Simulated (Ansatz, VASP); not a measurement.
# Cross-check of HC60N3 between VASP and Ansatz, part 2 of 2

Aim: how closely do two programs agree when they are given the same cell, functional and k mesh? The cell is taken from a series of runs on this material, whose earlier steps may have relaxed, scaled, displaced or heated it; both programs get it as it stands.

VASP 6.6.1 and Ansatz 0.2.0.

So far. Step 2 (VASP: single point, PBE): The run ends at a pressure of -0.17 GPa, with forces up to 4.1 eV/Å.

**3. Ansatz: single point, PBE**

Level of this step: Ansatz beside VASP: Kohn-Sham DFT, plane waves, PBE (Ansatz).

Ansatz runs on its default PAW (the set named soft_2) files.

The same cell, functional, mesh and smearing now go to Ansatz.

Input file input.yaml:

```yaml
crystal:
  lattice:
    - [7.14316351, 0.0, 0.0]
    - [0.0, 7.14316351, 0.0]
    - [0.0, 0.0, 7.14316351]
  atoms:
    - { symbol: C, position: [-0.001379617, -0.001091583, 0.250022276] }
    - { symbol: C, position: [-0.001345345, 0.250004871, -0.001165405] }
    - { symbol: C, position: [0.249707062, -0.001047278, -0.001163425] }
    - { symbol: "N", position: [0.239765629, 0.240053569, 0.240021808] }
    - { symbol: C, position: [0.126121763, 0.126418273, 0.369654466] }
    - { symbol: C, position: [0.125593769, 0.370017504, 0.125725387] }
    - { symbol: C, position: [0.369726381, 0.125871788, 0.125726683] }
    - { symbol: C, position: [0.000127984, 0.000413247, 0.749422999] }
    - { symbol: C, position: [0.002429844, 0.252297682, 0.497552823] }
    - { symbol: C, position: [0.252008087, 0.002725237, 0.497550929] }
    - { symbol: C, position: [0.25204018, 0.252334192, 0.74687943] }
    - { symbol: C, position: [0.125299023, 0.125597105, 0.873269384] }
    - { symbol: C, position: [0.125729326, 0.380296706, 0.623967283] }
    - { symbol: C, position: [0.379995008, 0.126020614, 0.623977456] }
    - { symbol: C, position: [0.374895156, 0.375183082, 0.874935822] }
    - { symbol: C, position: [0.002012337, 0.497799517, 0.25206287] }
    - { symbol: C, position: [-0.000315833, 0.749433905, 0.000378073] }
    - { symbol: C, position: [0.25072312, 0.498612312, 0.001310651] }
    - { symbol: C, position: [0.250643966, 0.748435425, 0.251188198] }
    - { symbol: C, position: [0.125225043, 0.624711202, 0.379873984] }
    - { symbol: C, position: [0.124466845, 0.874029343, 0.125633628] }
    - { symbol: C, position: [0.376404193, 0.626122791, 0.124095541] }
    - { symbol: C, position: [0.374859485, 0.875098992, 0.375046135] }
    - { symbol: C, position: [-0.001522189, 0.499689812, 0.751031063] }
    - { symbol: C, position: [-0.001630228, 0.751177306, 0.499713507] }
    - { symbol: "N", position: [0.239376858, 0.510419078, 0.509976565] }
    - { symbol: C, position: [0.249809406, 0.75126304, 0.751157811] }
    - { symbol: C, position: [0.124506044, 0.624562232, 0.876254942] }
    - { symbol: C, position: [0.125321291, 0.876968197, 0.624657841] }
    - { symbol: C, position: [0.36994506, 0.624674121, 0.624467848] }
    - { symbol: C, position: [0.374664904, 0.875373659, 0.87514276] }
    - { symbol: C, position: [0.497516765, 0.002299322, 0.252062953] }
    - { symbol: C, position: [0.498317132, 0.251014078, 0.001306366] }
    - { symbol: C, position: [0.749147092, -1.4246e-05, 0.000373986] }
    - { symbol: C, position: [0.748133851, 0.25093534, 0.251186228] }
    - { symbol: C, position: [0.624412675, 0.125532813, 0.379882202] }
    - { symbol: C, position: [0.625817316, 0.376684604, 0.124096423] }
    - { symbol: C, position: [0.873728707, 0.124766851, 0.125633585] }
    - { symbol: C, position: [0.874800284, 0.375161998, 0.375046024] }
    - { symbol: C, position: [0.499397012, -0.001223322, 0.751017559] }
    - { symbol: "N", position: [0.510115192, 0.239677738, 0.509971112] }
    - { symbol: C, position: [0.750897117, -0.00133543, 0.49970637] }
    - { symbol: C, position: [0.750973726, 0.25009894, 0.751146784] }
    - { symbol: C, position: [0.624267681, 0.12479624, 0.876254408] }
    - { symbol: C, position: [0.624385919, 0.370232959, 0.624463524] }
    - { symbol: C, position: [0.876673821, 0.125609933, 0.624660985] }
    - { symbol: C, position: [0.875078479, 0.374955234, 0.875141029] }
    - { symbol: C, position: [0.509232056, 0.509512236, 0.240020595] }
    - { symbol: C, position: [0.498652292, 0.750993803, -0.001205338] }
    - { symbol: C, position: [0.750692868, 0.498952784, -0.001204578] }
    - { symbol: C, position: [0.750606519, 0.750895522, 0.250815949] }
    - { symbol: C, position: [0.62550277, 0.625795861, 0.373438987] }
    - { symbol: C, position: [0.624390629, 0.876372157, 0.125585193] }
    - { symbol: C, position: [0.876082308, 0.624681231, 0.12558066] }
    - { symbol: C, position: [0.874984893, 0.875280159, 0.374916915] }
    - { symbol: C, position: [0.497320688, 0.497604095, 0.747239235] }
    - { symbol: C, position: [0.498195641, 0.748320537, 0.498687741] }
    - { symbol: C, position: [0.748034141, 0.498481303, 0.498684623] }
    - { symbol: C, position: [0.749070026, 0.749365597, 0.749746954] }
    - { symbol: C, position: [0.624397115, 0.624695006, 0.873818337] }
    - { symbol: C, position: [0.624291082, 0.873913701, 0.625453318] }
    - { symbol: C, position: [0.873619988, 0.624593933, 0.625459555] }
    - { symbol: C, position: [0.874741564, 0.875033858, 0.87520137] }
    - { symbol: H, position: [0.388810645, 0.389258613, 0.358847282] }
basis:
  ecutwfc: 420
  xc_grid: 2
hamiltonian:
  xc: pbe
kpoints:
  mp_grid: { grid: [1, 1, 1], shift: [0.25, 0.25, 0.25] }
scf:
  occupations: { method: fermi_dirac, width: 0.01 }
  max_iter: 120
output:
  forces: true
checkpoint:
  read: "../relax.run"
```

The run is started by

```console
> ansatz run input.yaml --threads 2 --pin off --max-ram 3768MiB --backend cpu --events-out ev --progress --plain --runs-dir out
```

Numbers of over 12 decimals in the logs are rounded to 6 here.

Log:

```text
Warning: checkpoint.read: the run can stay near the saved state's solution: 5 site(s) moved relative to the saved geometry (max |Δs| = 3.050e-2 fractional); the SCF starts from the saved state under `checkpoint.density_extrapolation: transplant`, in force with no word given; its orbitals are not used off its sites. A run without `checkpoint.read` takes nothing of the state. A lower free energy from it at the same positions (and U, V and field ramp, if any) shows a solution that this start missed, and an equal or higher one rules none out (checkpoint.read, Limitations, in the input reference)
Engine: ansatz 0.2.0, x86_64-unknown-linux-gnu
Pseudopotentials: kind: paw
Pseudopotential: C, paw, valence charge 4, recommended cutoff 420 eV (normal), C.paw.azcp
Pseudopotential: N, paw, valence charge 5, recommended cutoff 420 eV (normal), N.paw.azcp
Pseudopotential: H, paw, valence charge 1, recommended cutoff 420 eV (normal), H.paw.azcp
Functional definition: PBE
  parameter kappa = 0.804
  parameter beta = 0.066725
  exchange = pbe_x(kappa = kappa, mu = beta*pi^2/3)
  correlation = pbe_c(beta = beta)
Crystal: 64 atoms, lattice volume = 364.478 Å³
Basis set: ecut = 420 eV, 7123 PW (Γ), exchange–correlation on 96×96×96 points (8 copies of the dense FFT grid, shifted against one another)
Bands: 192, of which v1, the nominal top of the filled ones, is band 128 counted from 1 (127 counted from 0)
Symmetry: 1 space group operations
Space group: P1 (ITA 1), of the structure as read, at distance tolerance 7.1e-5 Å
k-points: 1
Non-local potential: C, projectors of the file, l = 0: 2, l = 1: 2, l = 2: 1
Non-local potential: N, projectors of the file, l = 0: 2, l = 1: 2, l = 2: 1
Non-local potential: H, projectors of the file, l = 0: 2, l = 1: 1
PAW form: soft (Blöchl's): semilocal exchange-correlation on the pseudo side does not see the compensation charge
PAW one-centre angular grid: C, 110 points (default); XC on 64 Gauss nodes
PAW one-centre angular grid: N, 110 points (default); XC on 64 Gauss nodes
PAW one-centre angular grid: H, 110 points (default); XC on 64 Gauss nodes
Initial density: read from a saved state, or passed on in memory by an earlier SCF of this step, an earlier step, the calling program or the single point that the run made first, carried with its atoms to this geometry
Initial wavefunctions: pseudopotential atomic-orbital guess
Functional: x = pbe(κ = 0.804, μ = 0.219515), c = pbe(β = 0.066725)
iter 1 solved again at ethr=9.87e-5 eV; its pass at ethr=3.10e-3 eV (dr2=2.53e-1 eV) is discarded
SCF iter   1: F=—  HF=-16211.568508 eV  |F-HF|=—  |Δ(HF+E_count)|=         —  Δρ=1.04e-2  dr2=2.54e-1  ethr=9.87e-5  ⟨swp⟩=5.0  Hψ=1168  notcnv=0
preconditioner: auto → Resta (q_TF=auto, 2.572 Å⁻¹)  ε∞=4.4  [insulator: Δε(μ)=3.782 eV  Ē_g=16.932 eV  σ=0.010 eV  W_gap=1.00  n_scr=92 (ndim 8)  ℏωp=31.1 eV  f_vac=0.000  D(μ)=0.00/eV (n_scr^D=0)  ε∞_Penn≈4.4]
SCF iter   2: F=—  HF=-16211.540185 eV  |F-HF|=—  |Δ(HF+E_count)|=   2.83e-2  Δρ=5.55e-3  dr2=5.64e-2  ethr=9.87e-5  ⟨swp⟩=3.0  Hψ=277  notcnv=0
SCF iter   3: F=—  HF=-16211.538494 eV  |F-HF|=—  |Δ(HF+E_count)|=   1.69e-3  Δρ=1.00e-3  dr2=2.76e-3  ethr=2.20e-5  ⟨swp⟩=3.0  Hψ=378  notcnv=0
SCF iter   4: F=—  HF=-16211.538292 eV  |F-HF|=—  |Δ(HF+E_count)|=   2.02e-4  Δρ=2.47e-4  dr2=1.69e-4  ethr=1.08e-6  ⟨swp⟩=2.0  Hψ=295  notcnv=0  defer=8
SCF iter   5: F=—  HF=-16211.538360 eV  |F-HF|=—  |Δ(HF+E_count)|=   6.87e-5  Δρ=6.78e-5  dr2=1.61e-5  ethr=6.58e-8  ⟨swp⟩=2.0  Hψ=262  notcnv=0  defer=2
automatic band count: iteration 5 solves 148 bands in place of 192: the levels show a gap, and the empty bands left out lie too high to hold charge; the band table lists the bands solved (type scf.n_extra_bands for more)
SCF iter   6: F=—  HF=-16211.540718 eV  |F-HF|=—  |Δ(HF+E_count)|=   2.36e-3  Δρ=1.87e-5  dr2=9.82e-7  ethr=6.29e-9  ⟨swp⟩=2.0  Hψ=262  notcnv=0  defer=2
SCF iter   7: F=—  HF=-16211.540718 eV  |F-HF|=—  |Δ(HF+E_count)|=   4.52e-7  Δρ=5.35e-6  dr2=1.01e-7  ethr=3.91e-11  ⟨swp⟩=5.0  Hψ=578  notcnv=0
SCF iter   8: F=-16211.540718 eV  HF=-16211.540718 eV  |F-HF|=3.13e-10  |Δ(HF+E_count)|=   9.84e-9  Δρ=1.04e-6  dr2=2.89e-9  ethr=3.91e-11  ⟨swp⟩=4.0  Hψ=451  notcnv=0
SCF 1 converged in 8 iterations: F = -16211.540718 eV  dr2 = 2.89e-9
  greatest PAW one-centre occupation: 0.781 electrons in one spin orbital (limit 2), on the N atom at site 40 (counted from 0), in its partial waves of l = 0
SCF converged after 8 iterations
Free energy (F): -16211.540718 eV
Harris-Foulkes:  -16211.540718 eV  (|F-HF|=3.13e-10)
Internal energy: -16211.540718 eV  (E = F + TS)
E sigma→0 (E₀):  -16211.540718 eV
Fermi energy:    15.791574 eV
--- Per-component energies (eV) ---
  E_band       = 1024.265530
  E_kinetic    = 5931.882039
  E_local      = -4266.893711  (includes V_loc(G=0)·N_el)
  E_nonlocal   = 1734.433262
  E_hartree    = 971.833939
  E_xc         = -3106.576419
  E_vxc        = -3862.416480  (∫ρ·V_xc dr)
  E_paw        = -6334.676459  (= ΣΔE_a)
  E_vpaw       = -456.407451  (= ΣTr[D̂ρ^β])
  E_aug_tail   = -0.000019  (compensation charges beyond the density's cutoff)
  E_ewald      = -11141.543350
  E_smearing   = -0.000000  (= −TS)
  E_closure    = 0.000000  (closes the sum)
  Σ components = -16211.540718   (vs F -16211.540718, Δ=0.00e0)
--- Forces (eV/Å), atoms counted from 1 ---
  atom   1  C      0.03204070     0.03473847    -0.00478600
  atom   2  C      0.00596416    -0.03972133     0.02275345
  atom   3  C     -0.03920463     0.00479633     0.02183558
  atom   4  N     -0.00538343    -0.00467567     0.26555761
  atom   5  C     -0.14886894    -0.15008834     0.02748851
  atom   6  C     -0.04676248     0.17235890    -0.08557666
  atom   7  C      0.17285702    -0.04333410    -0.08584303
  atom   8  C     -0.00872220    -0.00696989     0.00641228
  atom   9  C     -0.00182538     0.02288415    -0.03249287
  atom  10  C      0.02090546    -0.00172157    -0.03125812
  atom  11  C      0.02289446     0.02346664     0.00469129
  atom  12  C     -0.00594501    -0.00664067    -0.01350555
  atom  13  C     -0.14532183    -0.03859800     0.15355301
  atom  14  C     -0.03608521    -0.14336366     0.14914499
  atom  15  C      0.00438808     0.00563275     0.03944469
  atom  16  C     -0.00570514    -0.01707694     0.01870343
  atom  17  C      0.00111060     0.00099924    -0.00141693
  atom  18  C      0.04000210     0.01912518     0.01214205
  atom  19  C      0.02762275    -0.01042661    -0.01360033
  atom  20  C     -0.03983903     0.08229629    -0.14588824
  atom  21  C     -0.01261301    -0.01624135     0.02518591
  atom  22  C      0.25264908    -0.16060812     0.14399011
  atom  23  C      0.00198911    -0.03990981    -0.00013719
  atom  24  C      0.02464496     0.01537473    -0.02575828
[...]
atom  57  C      0.01922081    -0.01856666    -0.05007875
  atom  58  C     -0.02038790     0.02289212    -0.04849951
  atom  59  C     -0.00097209     0.00000853    -0.00636351
  atom  60  C      0.00352620     0.00292392     0.02544372
  atom  61  C     -0.01767955    -0.00790152     0.01335553
  atom  62  C     -0.00823919    -0.02171535     0.01325843
  atom  63  C     -0.00880763    -0.00868401     0.00961679
  atom  64  H      2.31369589     2.30910539    -2.44509915
  max |Σ_I F_I| component: 2.41e-5 eV/Å
```

Reading the cycles: dr2 is the Hartree energy of the density residual (eV), the measure of convergence; HF is the Harris–Foulkes estimate of the energy, which meets the free energy F at convergence.

**4. Comparison**

Known differences besides the potentials themselves: the cutoff is 420 eV in Ansatz and 520 eV in VASP (PREC = Accurate, projectors in real space). Total energies have different zeros and are not compared.

Both answers:

```csv
quantity,Ansatz,VASP,difference
gap on the k mesh (eV),3.949,3.938,+0.011
```

Forces on 10 of the 64 atoms, those with the largest forces and the largest differences (eV/Å; atoms numbered as in POSCAR):

```csv
atom,"Ansatz x, y, z","VASP x, y, z"
C5,"-0.047, 0.172, -0.086","-0.054, 0.191, -0.090"
C12,"-0.145, -0.039, 0.154","-0.148, -0.058, 0.150"
C21,"0.253, -0.161, 0.144","0.243, -0.167, 0.141"
C34,"0.083, -0.043, -0.148","0.077, -0.043, -0.168"
C35,"-0.158, 0.254, 0.144","-0.166, 0.246, 0.142"
C45,"-2.234, -2.224, 2.331","-2.244, -2.233, 2.346"
C48,"0.155, 0.156, 0.108","0.154, 0.154, 0.103"
C49,"-0.208, -0.210, -0.251","-0.208, -0.215, -0.234"
N61,"-0.005, -0.005, 0.266","0.002, 0.002, 0.269"
H64,"2.314, 2.309, -2.445","2.308, 2.304, -2.439"
```

The forces differ by 6.2 meV/Å r.m.s., which is 1.5 % of the r.m.s. force of 0.416 eV/Å (both taken over all components). A gap on the mesh is an upper bound, since the band edges may lie between its points.

**5. Summary of results**

| Property | Result |
| --- | --- |
| r.m.s. force difference (single point, PBE) | 1.5 % of the r.m.s. force |

**Reading.** The r.m.s. force difference is 1.5 % of the r.m.s. force (single point, PBE), within the 3 % picked in this series as the mark of a large difference. How closely two codes agree says nothing of how well the functional describes the real material.

[Lines on the potential files, build, host, timing and source positions are cut from VASP's logs without a mark.]

[Logs are printed without paths, hosts, clocks, repeated set-up lines and the standing remarks that a program may print on its own settings, such as how far it seeks lower states.]

[Hosts, paths, dates, database ids (printed as entryN), source tags and the programs' standing remarks are cut or masked in the printed files.]
